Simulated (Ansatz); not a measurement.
# SrO in the PbO-type structure

Level of theory: DFT, PBE, scalar-relativistic, no spin polarisation; plane waves to 420 eV with PAW datasets (Ansatz 0.2.0), Γ-centred 8×8×10 mesh, 0.05 eV Gaussian smearing. The datasets are Ansatz's generated set soft_2.

```
Sr O
1.0
     4.48637    0.00000    0.00000
     0.00000    4.48637    0.00000
     0.00000    0.00000    3.59663
Sr O
2 2
Direct
  0.50000 0.00000 0.27033
  0.00000 0.50000 0.72967
  0.00000 0.00000 0.00000
  0.50000 0.50000 0.00000
```

The start was a prototype's sites filled with these elements. The Crystallography Open Database lists the compound in space group Fm-3m (rock salt), so this is a trial structure.

The cell is relaxed to zero pressure at this level.

Elastic constants come from the stress of slightly strained cells with relaxed atoms, in GPa, Voigt order xx, yy, zz, yz, xz, xy in the Cartesian frame of the vectors above.

```
-106  290  -15    0    0    0
 290 -106  -15    0    0    0
 -15  -15   40    0    0    0
   0    0    0    2    0    0
   0    0    0    0    2    0
   0    0    0    0    0   94
```

Q: Is the crystal mechanically stable, and what are its polycrystalline moduli?

A: Unstable: the tensor has an eigenvalue of -396 GPa, so some strain lowers the energy and averaged moduli mean nothing. This holds for the static lattice at 0 K; thermal motion can hold such a phase at higher temperature.

It ran for 3.6 min on 2 threads of Arm Neoverse V1, with other jobs on the host, peak memory 0.54 GiB.

